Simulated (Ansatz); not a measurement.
**PbS: band structure with HSE06**

The system is PbS.

```
CELL_PARAMETERS angstrom
2.07995 -5.99130 0.00000
2.07995 5.99130 0.00000
0.00000 0.00000 4.27932
ATOMIC_POSITIONS crystal
Pb 0.13056 0.86944 0.25000
Pb 0.86944 0.13056 0.75000
S 0.35480 0.64520 0.25000
S 0.64520 0.35480 0.75000
```

Measurements of this composition are mostly on another form, of space group No. 225.

```yaml
Program: Ansatz 0.2.0
Task: band structure
Functional: HSE06
Potentials_or_basis: Ansatz PAW
Cutoff: "420 eV (not typed: the program's choice for these potentials)"
k_mesh: 6 × 6 × 4
Occupations: fermi-dirac, width 0.05 eV
Spin: no spin polarisation
Path: "[[\"G\", \"X\", \"S\", \"R\", \"A\", \"Z\", \"G\", \"Y\", \"X1\", \"A1\", \"T\", \"Y\"], [\"Z\", \"T\"]]"
Points_for_each_segment_of_the_path: 4
```

| Item | Value |
| --- | --- |
| Pressure | -0.4 GPa |
| Largest force | 0.122 eV/Å |
| Band gap on the k mesh | 1.84 eV, indirect (least direct gap 2.28 eV) |
| Band gap along the path | 1.65 eV, indirect (least direct gap 1.74 eV) |

Forces on the atoms (eV/Å):
```
Pb   0.000 -0.122  0.000
Pb   0.000  0.122  0.000
S    0.000  0.099  0.000
S    0.000 -0.099  0.000
```

Stress tensor (GPa, compression positive):
```
-0.30  0.00  0.00
 0.00 -0.47  0.00
 0.00  0.00 -0.37
```

Levels at the corners of the path, in eV from the valence-band top:
| point | band 17 | band 18 | band 19 | band 20 | band 21 | band 22 | band 23 | band 24 |
| --- | --- | --- | --- | --- | --- | --- | --- | --- |
| Γ | -2.80 | -1.99 | -1.80 | -0.69 | 5.32 | 5.40 | 5.67 | 6.42 |
| X | -1.68 | -1.55 | -0.74 | -0.30 | 2.18 | 2.38 | 2.64 | 3.27 |
| S | -1.68 | -1.47 | -0.44 | -0.44 | 2.30 | 2.38 | 2.77 | 3.61 |
| R | -3.56 | -3.56 | -1.74 | -1.74 | 4.04 | 4.04 | 6.08 | 6.08 |
| A | -3.17 | -3.17 | -1.76 | -1.76 | 3.85 | 3.85 | 6.45 | 6.45 |
| Z | -1.43 | -1.43 | -0.19 | -0.19 | 2.33 | 2.33 | 3.38 | 3.38 |
| Γ | -2.80 | -1.99 | -1.80 | -0.69 | 5.32 | 5.40 | 5.67 | 6.42 |
| Y | -2.24 | -2.21 | -1.62 | -0.63 | 1.65 | 5.21 | 5.41 | 5.67 |
| X1 | -1.68 | -1.55 | -0.74 | -0.30 | 2.18 | 2.38 | 2.64 | 3.27 |
| A1 | -3.17 | -3.17 | -1.76 | -1.76 | 3.85 | 3.85 | 6.45 | 6.45 |
| T | -1.53 | -1.53 | -0.50 | -0.50 | 2.21 | 2.21 | 3.83 | 3.83 |
| Y | -2.24 | -2.21 | -1.62 | -0.63 | 1.65 | 5.21 | 5.41 | 5.67 |
| Z | -1.43 | -1.43 | -0.19 | -0.19 | 2.33 | 2.33 | 3.38 | 3.38 |
| T | -1.53 | -1.53 | -0.50 | -0.50 | 2.21 | 2.21 | 3.83 | 3.83 |

It took 2.2 min on 1 × NVIDIA H100 80GB HBM3 with 2 threads of AMD EPYC 7R13 Processor (Zen 3), on a shared host, peak memory 3.8 GiB.

Caveat: the k mesh misses the band edges, so the gap on the mesh is wider than the one along the path; spin-orbit coupling is left out, which as a rule narrows the gap of such compounds by several tenths of an eV; the PAW data sets come from PBE, with cores solved anew for the run's functional, which leaves a small shift of forces and pressure; the thresholds are loose for stress.
